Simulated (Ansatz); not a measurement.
## Structure types of Pd compared at 1500 GPa

Structure types of Pd are relaxed in primitive cells with their symmetry kept at 1500 GPa, first on PAW files, then by LAPW. The enthalpy is E + pV at zero temperature, without zero-point motion. Only the types listed were tried, and differences under about 5 meV/atom are mesh noise.

Level of theory: DFT with PBE, scalar-relativistic, in Ansatz 0.2.0; Fermi–Dirac smearing of 0.05 eV, no spin polarisation. LAPW: all electrons, basis error target 0.5 meV/atom; PAW: frozen-core files, cutoff 420 eV.

k meshes: fcc 22×22×22, bcc 23×23×23, hcp 21×21×11, sc 20×20×20, diamond 17×17×17, beta tin 22×22×22.

**Question.** Order the types by LAPW enthalpy, lowest first.
A. diamond
B. fcc
C. sc
D. hcp
E. bcc
F. beta tin

**Answer.** B (0 meV/atom), E (59 meV/atom), D (112 meV/atom), F (3962 meV/atom), C (6309 meV/atom), A (21423 meV/atom).

| start type | ends as | a, b, c (Å) | V (Å³/atom) | H − H(lowest), LAPW (meV/atom) | same, PAW |
| --- | --- | --- | --- | --- | --- |
| fcc | fcc, Fm-3m | 2.922, 2.922, 2.922 | 6.24 | 0.0 | 0.0 |
| bcc | bcc, Im-3m | 2.318, 2.318, 2.318 | 6.23 | 58.9 | 56.4 |
| hcp | hcp, P6_3/mmc | 2.057, 2.057, 3.405 | 6.24 | 111.8 | 112.5 |
| sc | sc, Pm-3m | 1.877, 1.877, 1.877 | 6.61 | 6309.1 | 6306.8 |
| diamond | diamond, Fd-3m | 3.919, 3.919, 3.919 | 7.52 | 21423.1 | 21339.0 |
| beta tin | beta tin, I4_1/amd | 3.641, 3.641, 1.949 | 6.46 | 3962.4 | 3963.2 |

**Question.** Split the lead of fcc over bcc into energy and pV.

**Answer.** For bcc less fcc: ΔE = +173.7 meV/atom, and p·ΔV = 1500 GPa × -0.0123 Å³ × 6.242 meV/(GPa·Å³) = -114.8 meV/atom, together 58.9 meV/atom. fcc wins by its internal energy, though it is the less dense.
